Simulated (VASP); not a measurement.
Here is a VASP 6.6.1 calculation.

Contents of INCAR:

```
PREC = Accurate
ENCUT = 600
EDIFF = 1E-7
ISMEAR = 0
SIGMA = 0.02
LREAL = False
LASPH = True
NELM = 80
ALGO = Normal
ISIF = 3
LWAVE = False
LCHARG = False
GGA = PS
IBRION = 2
NSW = 90
EDIFFG = -0.005
```

Contents of KPOINTS:

```
Automatic mesh
0
Gamma
  6 6 6
```

Contents of POSCAR:

```
SnO2
1.0
   -3.2488970000      3.4144700000      3.4140210000
    3.2488970000     -3.4144700000      3.4140210000
    3.2488970000      3.4144700000     -3.4140210000
Sn O
4 8
Direct
    0.9964010000      0.2464010000      0.7500000000
    0.0035990000      0.7535990000      0.2500000000
    0.5000000000      0.5000000000      0.5000000000
    0.5000000000      0.0000000000      0.0000000000
    0.1935040000      0.1962260000      0.5027220000
    0.6975650000      0.7540600000      0.9435050000
    0.1935040000      0.6907820000      0.9972780000
    0.3105550000      0.7540600000      0.5564950000
    0.6894450000      0.2459400000      0.4435050000
    0.3024350000      0.2459400000      0.0564950000
    0.8064960000      0.3092180000      0.0027220000
    0.8064960000      0.8037740000      0.4972780000
```

Potentials or basis: VASP PAW PBE potentials, release 64 (Sn_d, O).

The run is started by

```console
$ cat potpaw_PBE.64/Sn_d/POTCAR potpaw_PBE.64/O/POTCAR > POTCAR
$ mpirun -np 1 vasp_std > vasp.out
```

(1) Predict the relaxed volume.

(2) Estimate the band gap on the k mesh.

(3) Predict the relaxed cell.

## Answers

(1) 12.20 Å³/atom.

(2) 0.89 eV.

(3) a = 5.754 Å, b = 5.754 Å, c = 5.754 Å, α = 112.05°, β = 108.20°, γ = 108.20°.

Caveat: the PAW data sets were made with another functional, which shifts forces and pressure a little; spin-orbit coupling is left out, which moves the levels of the heavy elements.
